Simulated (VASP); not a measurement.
# BAs (F-43m) in VASP: further runs, part 2 of 2

VASP 6.6.1. The steps go on from the part before.

### Step 3. Band structure, BLYP

The input, POSCAR:

```
BAs
1.0
    0.0000000000      2.3885000000      2.3885000000
    2.3885000000      0.0000000000      2.3885000000
    2.3885000000      2.3885000000      0.0000000000
As B
1 1
Direct
    0.7500000000      0.7500000000      0.7500000000
    0.0000000000      0.0000000000      0.0000000000
```

The input, INCAR.step1:

```
SYSTEM = BAs
PREC = Accurate ; ENCUT = 520
EDIFF = 1E-6 ; ISMEAR = -1
SIGMA = 0.05 ; LREAL = .FALSE.
LASPH = .TRUE. ; NELM = 100
ALGO = Fast ; ISIF = 2
LWAVE = .FALSE. ; LCHARG = .TRUE.
GGA = B5 ; ALDAX = 1.0
AGGAX = 1.0 ; AGGAC = 1.0
ALDAC = 0.0
```

The input, KPOINTS.step1:

```
regular mesh
0
G
  10 10 10
  0 0 0
```

The input, INCAR.step2:

```
SYSTEM = BAs
PREC = Accurate ; ENCUT = 520
EDIFF = 1E-6 ; ISMEAR = 0
SIGMA = 0.05 ; LREAL = .FALSE.
LASPH = .TRUE. ; NELM = 100
ALGO = Fast ; ISIF = 2
LWAVE = .FALSE. ; LCHARG = .FALSE.
GGA = B5 ; ALDAX = 1.0
AGGAX = 1.0 ; AGGAC = 1.0
ALDAC = 0.0 ; ICHARG = 11
```

The input, KPOINTS.step2:

```
path GXWKGLUWLK,UX
10
line-mode
reciprocal
 0.0000000000  0.0000000000  0.0000000000  G
 0.5000000000  0.0000000000  0.5000000000  X

 0.5000000000  0.0000000000  0.5000000000  X
 0.5000000000  0.2500000000  0.7500000000  W

 0.5000000000  0.2500000000  0.7500000000  W
 0.3750000000  0.3750000000  0.7500000000  K

 0.3750000000  0.3750000000  0.7500000000  K
 0.0000000000  0.0000000000  0.0000000000  G

 0.0000000000  0.0000000000  0.0000000000  G
 0.5000000000  0.5000000000  0.5000000000  L

 0.5000000000  0.5000000000  0.5000000000  L
 0.6250000000  0.2500000000  0.6250000000  U

 0.6250000000  0.2500000000  0.6250000000  U
 0.5000000000  0.2500000000  0.7500000000  W

 0.5000000000  0.2500000000  0.7500000000  W
 0.5000000000  0.5000000000  0.5000000000  L

 0.5000000000  0.5000000000  0.5000000000  L
 0.3750000000  0.3750000000  0.7500000000  K

 0.6250000000  0.2500000000  0.6250000000  U
 0.5000000000  0.0000000000  0.5000000000  X
```

Potentials or basis: VASP PAW PBE potentials, release 64 (As, B).

Run with:

```
cat potpaw_PBE.64/As/POTCAR potpaw_PBE.64/B/POTCAR > POTCAR
cp INCAR.step1 INCAR
cp KPOINTS.step1 KPOINTS
mpirun -np 1 vasp_std > vasp.out
cp INCAR.step2 INCAR
cp KPOINTS.step2 KPOINTS
mpirun -np 1 vasp_std > vasp.out
```

OUTCAR:

```text
SYSTEM = BAs
   PREC = Accurate
   ENCUT = 520
   EDIFF = 1E-6
   ISMEAR = 0
   LREAL = .FALSE.
   LASPH = .TRUE.
   NELM = 100
   ISIF = 2
   GGA = B5
   ICHARG = 11

 ion  position               nearest neighbor table
   1  0.750  0.750  0.750-   2 2.07   2 2.07   2 2.07   2 2.07
   2  0.000  0.000  0.000-   1 2.07   1 2.07   1 2.07   1 2.07

  LATTYP: Found a face centered cubic cell.
 ALAT       =     4.7770000000

  Lattice vectors:

 A1 = (   0.0000000000,   2.3885000000,   2.3885000000)
 A2 = (   2.3885000000,   0.0000000000,   2.3885000000)
 A3 = (   2.3885000000,   2.3885000000,   0.0000000000)

Analysis of symmetry for initial positions (statically):
=====================================================================
 Subroutine PRICEL returns:
 Original cell was already a primitive cell.

 Routine SETGRP: Setting up the symmetry group for a
 face centered cubic supercell.

 Subroutine GETGRP returns: Found 24 space group operations
 (whereof 24 operations were pure point group operations)
 out of a pool of 48 trial point group operations.

The static configuration has the point symmetry T_d .

Analysis of symmetry for dynamics (positions and initial velocities):
=====================================================================
 Subroutine PRICEL returns:
 Original cell was already a primitive cell.

 Routine SETGRP: Setting up the symmetry group for a
 face centered cubic supercell.

 Subroutine GETGRP returns: Found 24 space group operations
 (whereof 24 operations were pure point group operations)
 out of a pool of 48 trial point group operations.

The dynamic configuration has the point symmetry T_d .

 Subroutine INISYM returns: Found 24 space group operations
 (whereof 24 operations are pure point group operations),
 and found     1 'primitive' translations

----------------------------------------------------------------------------------------

                                     Primitive cell

  volume of cell :      27.2525

  direct lattice vectors                    reciprocal lattice vectors
     0.000000000  2.388500000  2.388500000    -0.209336404  0.209336404  0.209336404
     2.388500000  0.000000000  2.388500000     0.209336404 -0.209336404  0.209336404
     2.388500000  2.388500000  0.000000000     0.209336404  0.209336404 -0.209336404

  length of vectors
     3.377849094  3.377849094  3.377849094     0.362581287  0.362581287  0.362581287

  position of ions in fractional coordinates (direct lattice)
     0.750000000  0.750000000  0.750000000
     0.000000000  0.000000000  0.000000000

  ion indices of the primitive-cell ions
   primitive index   ion index
                 1           1
                 2           2

----------------------------------------------------------------------------------------

 KPOINTS: path GXWKGLUWLK,UX

Interpolating k-points between supplied coordinates.

 Line segments in fractional coordinates (reciprocal lattice):
    0.000000  0.000000  0.000000  ...  0.500000  0.000000  0.500000
    0.500000  0.000000  0.500000  ...  0.500000  0.250000  0.750000
    0.500000  0.250000  0.750000  ...  0.375000  0.375000  0.750000
    0.375000  0.375000  0.750000  ...  0.000000  0.000000  0.000000
    0.000000  0.000000  0.000000  ...  0.500000  0.500000  0.500000
    0.500000  0.500000  0.500000  ...  0.625000  0.250000  0.625000
    0.625000  0.250000  0.625000  ...  0.500000  0.250000  0.750000
    0.500000  0.250000  0.750000  ...  0.500000  0.500000  0.500000
    0.500000  0.500000  0.500000  ...  0.375000  0.375000  0.750000
    0.625000  0.250000  0.625000  ...  0.500000  0.000000  0.500000

 Generated    10 points on each line segment, for a total of    100 k-points:

 Following reciprocal coordinates:
            Coordinates               Weight
  0.000000  0.000000  0.000000      0.010000
  0.055556  0.000000  0.055556      0.010000
  0.111111  0.000000  0.111111      0.010000
  0.166667  0.000000  0.166667      0.010000
  0.222222  0.000000  0.222222      0.010000
  0.277778  0.000000  0.277778      0.010000
[... 42 lines left out ...]
  0.444444  0.444444  0.444444      0.010000
  0.500000  0.500000  0.500000      0.010000
 [... further k-points ...]
   k-points           NKPTS =    100   k-points in BZ     NKDIM =    100   number of bands    NBANDS=      8
   number of dos      NEDOS =    301   number of ions     NIONS =      2
   total plane-waves  NPLWV =  21952
   dimension x,y,z NGX =    28 NGY =   28 NGZ =   28
   dimension x,y,z NGXF=    56 NGYF=   56 NGZF=   56
   ions per type =               1   1
   NGX,Y,Z   is equivalent  to a cutoff of  13.78, 13.78, 13.78 a.u.
   NGXF,Y,Z  is equivalent  to a cutoff of  27.56, 27.56, 27.56 a.u.
 SYSTEM =  BAs
   PREC   = accura    normal or accurate (medium, high low for compatibility)
   ISTART =      0    job   : 0-new  1-cont  2-samecut
   ICHARG =     11    charge: 1-file 2-atom 10-const
   ISPIN  =      1    spin polarized calculation?
   LNONCOLLINEAR =      F non collinear calculations
   LSORBIT =      F    spin-orbit coupling
   LASPH  =      T    aspherical Exc in radial PAW
   ENCUT  =  520.0 eV  38.22 Ry    6.18 a.u.   6.28  6.28  6.28*2*pi/ulx,y,z
   NELM   =    100;   NELMIN=  2; NELMDL=  0     # of ELM steps
   EDIFF  = 0.1E-05   stopping-criterion for ELM
   LREAL  =      F    real-space projection
   EDIFFG = 0.1E-04   stopping-criterion for IOM
   NSW    =      0    number of steps for IOM
   IBRION =     -1    ionic relax: 0-MD 1-quasi-New 2-CG
   NFREE  =      0    steps in history (QN), initial steepest desc. (CG)
   ISIF   =      2    stress and relaxation
   ISYM   =      2    0-nonsym 1-usesym 2-fastsym
   POTIM  = 0.5000    time-step for ionic-motion
   TEBEG  =    0.0;   TEEND  =   0.0 temperature during run
   PSTRESS=    0.0 pullay stress
   NELECT =       8.0000    total number of electrons
   NUPDOWN=      -1.0000    fix difference up-down
   EMIN   =  10.00;   EMAX   =-10.00  energy-range for DOS
   EFERMI =   0.00;   METHOD = LEGACY
   ISMEAR =     0;   SIGMA  =   0.05  broadening in eV -4-tet -1-fermi 0-gaus
   EFERMI_NEDOS =   21; number of points for ismear=-14 and -15
   IALGO  =     68    algorithm
   IMIX   =      4    mixing-type and parameters
     AMIX     =   0.40;   BMIX     =  1.00
     AMIX_MAG =   1.60;   BMIX_MAG =  1.00
  volume/ion in A,a.u.               =      13.63        91.95
  Fermi-wavevector in a.u.,A,eV,Ry     =   1.088018  2.056057 16.106360  1.183784
  Thomas-Fermi vector in A             =   2.224191
   LORBIT       =      0    0 simple, 1 ext, 2 COOP (PROOUT), +10 PAW based schemes
   GGA     = B5    functional components
   LHFCALC =     F    Hartree Fock is set to
   AEXX    =    0.0000 exact exchange contribution
   IVDW    =     0    specifies the selected vdW correction
   LEPSILON=     F    determine dielectric tensor
   LRPA    =     F    only Hartree local field effects (RPA)
 non-spin polarized calculation
 RMM-DIIS sequential band-by-band and
 Gauss-broadening in eV      SIGMA  =   0.05
  energy-cutoff  :      520.00
  volume of cell :       27.25
 maximum number of plane-waves:       754
 NGX is ok and might be reduce to    28

 number of electron       8.0000000 magnetization

 Free energy of the ion-electron system (eV)
  ---------------------------------------------------
  ext. energy  EPLUGINS =         0.00000000
  ---------------------------------------------------
  free energy    TOTEN  =       -10.31343755 eV

  energy without entropy =      -10.31343755  energy(sigma->0) =      -10.31343755

 E-fermi :   6.7717     XC(G=0):  -9.9160

 val. band max:        6.5085240488   @ k =   0.0000   0.0000   0.0000
 cond. band min:       7.9186589983   @ k =   0.3889   0.0000   0.3889
 fundamental gap:      1.4101349496
 Fermi energy:         6.7717457484

 k-point     1 :       0.0000    0.0000    0.0000
  band No.  band energies     occupation
      1      -8.7895      2.00000
      2       6.5085      2.00000
      3       6.5085      2.00000
      4       6.5085      2.00000
      5       9.8875      0.00000
      6       9.8875      0.00000
      7       9.8875      0.00000
      8      11.1898      0.00000
[... 419 lines left out ...]
 k-point    40 :       0.0000    0.0000    0.0000
  band No.  band energies     occupation
      1      -8.7895      2.00000
      2       6.5085      2.00000
      3       6.5085      2.00000
      4       6.5085      2.00000
      5       9.8875      0.00000
      6       9.8875      0.00000
      7       9.8875      0.00000
      8      11.1898      0.00000

 [... further k-points ...]
[... 5 lines left out ...]
  --------------------------------------------------------------------------------------
  -------------------------------------------------------------------------------------
  Total        1.0481104      1.0481104      1.0481104      0.0000000      0.0000000      0.0000000
  in kB       61.6186059     61.6186059     61.6186059      0.0000000      0.0000000      0.0000000
  external PRESSURE =      61.6186059 kB  Pullay stress =       0.0000000 kB

 VOLUME and BASIS-vectors are now :
 -----------------------------------------------------------------------------
  energy-cutoff  :      520.00
  volume of cell :       27.25
      direct lattice vectors                 reciprocal lattice vectors
     0.000000000  2.388500000  2.388500000    -0.209336404  0.209336404  0.209336404
     2.388500000  0.000000000  2.388500000     0.209336404 -0.209336404  0.209336404
     2.388500000  2.388500000  0.000000000     0.209336404  0.209336404 -0.209336404

 POSITION                                       TOTAL-FORCE (eV/Angst)
 -----------------------------------------------------------------------------------
      3.58275      3.58275      3.58275        -0.000000      0.000000     -0.000000
      0.00000      0.00000      0.00000         0.000000     -0.000000      0.000000
 -----------------------------------------------------------------------------------
    total drift:                                0.000000      0.000000      0.000000

  FREE ENERGIE OF THE ION-ELECTRON SYSTEM (eV)
  ---------------------------------------------------
  free  energy   TOTEN  =       -10.3134375458 eV

  energy  without entropy=      -10.3134375458  energy(sigma->0) =      -10.31343755
```

Wall time 54 s (1 thread of Intel Xeon Platinum 8375C at 2.90GHz (Ice Lake), shared host); peak memory 0.16 GiB.

What came out:

```
Band gap on the k mesh  : 1.41 eV, indirect (least direct gap 3.37 eV)
Band gap along the path : 1.41 eV, indirect (least direct gap 3.38 eV)
```

Levels at the corners of the path, in eV from the valence-band top:
| point | band 2 | band 3 | band 4 | band 5 | band 6 | band 7 |
| --- | --- | --- | --- | --- | --- | --- |
| Γ | 0.00 | 0.00 | 0.00 | 3.38 | 3.38 | 3.38 |
| X | -8.41 | -4.00 | -4.00 | 1.68 | 1.70 | 11.32 |
| X | -8.41 | -4.00 | -4.00 | 1.68 | 1.70 | 11.32 |
| W | -7.97 | -5.35 | -5.05 | 5.43 | 5.99 | 7.05 |
| W | -7.97 | -5.35 | -5.05 | 5.43 | 5.99 | 7.05 |
| K | -8.04 | -5.80 | -3.42 | 2.28 | 5.69 | 9.24 |
| K | -8.04 | -5.80 | -3.42 | 2.28 | 5.69 | 9.24 |
| Γ | 0.00 | 0.00 | 0.00 | 3.38 | 3.38 | 3.38 |
| Γ | 0.00 | 0.00 | 0.00 | 3.38 | 3.38 | 3.38 |
| L | -8.64 | -1.79 | -1.79 | 2.79 | 4.93 | 4.93 |
| L | -8.64 | -1.79 | -1.79 | 2.79 | 4.93 | 4.93 |
| U | -8.04 | -5.80 | -3.42 | 2.28 | 5.69 | 9.24 |
| U | -8.04 | -5.80 | -3.42 | 2.28 | 5.69 | 9.24 |
| W | -7.97 | -5.35 | -5.05 | 5.43 | 5.99 | 7.05 |
| W | -7.97 | -5.35 | -5.05 | 5.43 | 5.99 | 7.05 |
| L | -8.64 | -1.79 | -1.79 | 2.79 | 4.93 | 4.93 |
| L | -8.64 | -1.79 | -1.79 | 2.79 | 4.93 | 4.93 |
| K | -8.04 | -5.80 | -3.42 | 2.28 | 5.69 | 9.24 |
| U | -8.04 | -5.80 | -3.42 | 2.28 | 5.69 | 9.24 |
| X | -8.41 | -4.00 | -4.00 | 1.68 | 1.70 | 11.32 |

Caveat: the log is that of the step along the path at fixed density, whose energy, stress, charges and moments have no meaning; the PAW data sets were made with another functional, which shifts forces and pressure a little. As with any semilocal functional, this BLYP gap is likely too small.

### Step 4. Band structure, PW91

POSCAR is that of step 3.

The input, INCAR.step1:

```
PREC = Accurate
ENCUT = 520
EDIFF = 1E-7
ISMEAR = -1
SIGMA = 0.05
LREAL = False
LASPH = True
NELM = 100
ALGO = Normal
ISIF = 2
LWAVE = False
LCHARG = True
GGA = 91
NBANDS = 11
```

The input, KPOINTS.step1:

```
Automatic mesh
0
Gamma
  10 10 10
```

The input, INCAR.step2:

```
PREC = Accurate
ENCUT = 520
EDIFF = 1E-7
ISMEAR = 0
SIGMA = 0.05
LREAL = False
LASPH = True
NELM = 100
ALGO = Normal
ISIF = 2
LWAVE = False
LCHARG = False
GGA = 91
NBANDS = 11
ICHARG = 11
```

KPOINTS.step2, as its differences from that of step 3:

```diff
@@ -1,3 +1,3 @@
 path GXWKGLUWLK,UX
-10
+20
 line-mode
```

Run with:

```
cat potpaw_PBE.64/As/POTCAR potpaw_PBE.64/B/POTCAR > POTCAR
cp INCAR.step1 INCAR
cp KPOINTS.step1 KPOINTS
mpirun -np 1 vasp_std > vasp.out
cp INCAR.step2 INCAR
cp KPOINTS.step2 KPOINTS
mpirun -np 1 vasp_std > vasp.out
```

It took 61 s on 1 thread of Intel Xeon Platinum 8375C at 2.90GHz (Ice Lake), shared host; peak memory 0.19 GiB.

Results (log left out):

| Item | Value |
| --- | --- |
| Band gap on the k mesh | 1.19 eV, indirect (least direct gap 3.29 eV) |
| Band gap along the path | 1.19 eV, indirect (least direct gap 3.29 eV) |

Levels at the corners of the path, in eV from the valence-band top:
```csv
point,band 1,band 2,band 3,band 4,band 5,band 6,band 7,band 8,band 9
Γ,-15.38,0.00,0.00,0.00,3.29,3.29,3.29,4.69,9.58
X,-11.20,-8.51,-4.07,-4.07,1.44,1.46,11.35,11.35,12.84
X,-11.20,-8.51,-4.07,-4.07,1.44,1.46,11.35,11.35,12.84
W,-11.04,-8.05,-5.48,-5.18,5.25,5.95,6.81,7.04,12.26
W,-11.04,-8.05,-5.48,-5.18,5.25,5.95,6.81,7.04,12.26
K,-11.24,-8.13,-5.94,-3.48,2.06,5.55,9.21,9.75,10.59
K,-11.24,-8.13,-5.94,-3.48,2.06,5.55,9.21,9.75,10.59
Γ,-15.38,0.00,0.00,0.00,3.29,3.29,3.29,4.69,9.58
Γ,-15.38,0.00,0.00,0.00,3.29,3.29,3.29,4.69,9.58
L,-12.52,-8.77,-1.82,-1.82,2.70,4.79,4.79,8.87,12.70
L,-12.52,-8.77,-1.82,-1.82,2.70,4.79,4.79,8.87,12.70
U,-11.24,-8.13,-5.94,-3.48,2.06,5.55,9.21,9.75,10.59
U,-11.24,-8.13,-5.94,-3.48,2.06,5.55,9.21,9.75,10.59
W,-11.04,-8.05,-5.48,-5.18,5.25,5.95,6.81,7.04,12.26
W,-11.04,-8.05,-5.48,-5.18,5.25,5.95,6.81,7.04,12.26
L,-12.52,-8.77,-1.82,-1.82,2.70,4.79,4.79,8.87,12.70
L,-12.52,-8.77,-1.82,-1.82,2.70,4.79,4.79,8.87,12.70
K,-11.24,-8.13,-5.94,-3.48,2.06,5.55,9.21,9.75,10.59
U,-11.24,-8.13,-5.94,-3.48,2.06,5.55,9.21,9.75,10.59
X,-11.20,-8.51,-4.07,-4.07,1.44,1.46,11.35,11.35,12.84
```

Caveat: the log is that of the step along the path at fixed density, whose energy, stress, charges and moments have no meaning; the PAW data sets were made with another functional, which shifts forces and pressure a little.

### Step 5. For comparison

An earlier run on the cell as given: functional PBE; potentials or basis VASP PAW PBE potentials, release 64 (As, B); cutoff 520 eV; k mesh 10 × 10 × 10; occupations fermi-dirac, width 0.05 eV; no spin polarisation.

- Pressure: 3.4 GPa
- Band gap on the k mesh: 1.18 eV, indirect (least direct gap 3.28 eV)

### Step 6. The runs side by side

```tsv
task	level	gap on the mesh (eV)	pressure (GPa)
band structure	revPBE	1.20	5.4
band structure	BLYP	1.41	-
band structure	PW91	1.19	-
single point	PBE	1.18	3.4
```

Alike in all rows: potentials or basis VASP PAW PBE potentials, release 64 (As, B); no spin polarisation; cell as given; k mesh 10 × 10 × 10; cutoff (eV) 520; smearing fermi-dirac 0.05 eV.

On the cell as given the gap runs from 1.18 eV (PBE) to 1.41 eV (BLYP).

Caveats: the PAW data sets were made with another functional, which shifts forces and pressure a little (some runs).

Total energies depend on the potentials used, so only differences within one code and one set of settings carry meaning.
